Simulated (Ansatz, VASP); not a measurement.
# CuO: VASP beside Ansatz

```xyz
4
Lattice="2.9487 0.0000 0.0000 -0.0082 2.9487 0.0000 0.0000 0.0000 5.1513" Properties=species:S:1:pos:R:3 pbc="T T T"
Cu   -0.0041    1.4743    0.0000
Cu    1.4744    0.0000    2.5756
O     1.4703    1.4743    1.2878
O     1.4703    1.4743    3.8634
```

Alike in both runs: task single point; functional PBE; k mesh 12 × 12 × 7; occupations gaussian, width 0.1 eV; no spin polarisation.

```csv
,VASP,Ansatz
version,VASP 6.6.1,Ansatz 0.2.0
potentials or method,"VASP PAW PBE potentials, release 64 (Cu, O)","scalar-relativistic, plane waves, PAW"
plane-wave cutoff (eV),520,420
valence electrons in the cell,34,50
```

|  | VASP | Ansatz | Ansatz less VASP |
| --- | --- | --- | --- |
| gap on the k mesh at the Fermi level (eV) | none | none | - |
| pressure (GPa) | 0.7 | 0.0 | -0.67 |
| largest component of the traceless stress (GPa) | 0.25 | 0.02 | -0.225 |

A gap of «none» marks a metal or a gap that the smearing closes. The two sets of potentials don't hold the same shells in valence.

Caveats: the run has no spin polarisation, though such a crystal can be magnetic; semilocal functionals often make such compounds metallic where correlation or magnetic order opens a gap, which also shifts bond lengths.
